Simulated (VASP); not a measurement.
A run of VASP 6.6.1 is set up as follows.

INCAR

```
  PREC = Accurate
  ENCUT = 600
  EDIFF = 1E-7
  ISMEAR = 1
  SIGMA = 0.1
  LREAL = F
  LASPH = T
  NELM = 80
  ALGO = Normal
  ISIF = 3
  LWAVE = F
  LCHARG = F
  GGA = PE
  IBRION = 2
  NSW = 90
  EDIFFG = -0.005
```

The input KPOINTS:

```
regular mesh
0
Gamma
  9 9 12
```

POSCAR

```
Zr                                      
1.0
    5.0384781731     -0.0000000000     -0.0000000000
   -2.5192390865      4.3634500921      0.0000000000
   -0.0000000000      0.0000000000      3.1540527386
  Zr            
     3
Direct
     0.6666666699999979    0.3333333300000021    0.5000000000000000
     0.3333333300000021    0.6666666699999979    0.5000000000000000
     0.0000000000000000    0.0000000000000000    0.0000000000000000
```

Potentials or basis: VASP PAW PBE potentials, release 64 (Zr_sv).

Launch:

```console
$ cat potpaw_PBE.64/Zr_sv/POTCAR > POTCAR
$ mpirun -np 1 vasp_std > vasp.out
```

(1) What does it give for the band gap on the k mesh?

Results:

(1) none (metal or under the smearing width).

Caveat: the relaxation stopped at its first step, so nothing moved.
